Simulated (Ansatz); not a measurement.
A run of Ansatz 0.2.0:

input.yaml

```yaml
crystal:
  lattice:
    - [2.8565781804, 0.0, 0.0]
    - [-1.4282890902, 2.4738692722, 0.0]
    - [0.0, 0.0, 4.6013740589]
  atoms:
    - { symbol: Mn, position: [0.0, 0.0, 0.5], spin: 4.0 }
    - { symbol: O, position: [0.3333333333, 0.6666666667, 0.70629257] }
    - { symbol: O, position: [0.6666666667, 0.3333333333, 0.29370743] }
hamiltonian:
  xc: rpbe
  pseudopotentials: { kind: paw }
  dispersion: d4
magnetization:
  spin_polarized: true
kpoints:
  mp_grid: { grid: [11, 11, 6] }
scf:
  occupations: { method: fermi_dirac, width: 0.05 }
output:
  forces: true
  stress: true
  eigenvalues: true
relax:
  f_tol: 0.01
  max_steps: 40
  cell: { stress_tol: 0.05 }
```

Potentials or basis: Ansatz PAW.

Run with:

```sh
$ ansatz run input.yaml --threads 2 --pin off --max-ram 5632MiB --backend cpu --events-out ev --progress --plain --runs-dir out
```

Hardware: 2 threads of Intel(R) Xeon(R) Processor @ 2.50GHz (Skylake/Cascade Lake) (shared host).

Q: How long does it take, and how much memory?

A: Wall time 73 s on 2 threads of Intel(R) Xeon(R) Processor @ 2.50GHz (Skylake/Cascade Lake), on a shared host, peak memory 0.43 GiB. Counts: scf iterations 71, plane waves 627, k points 84, bands 20, ion steps 9.
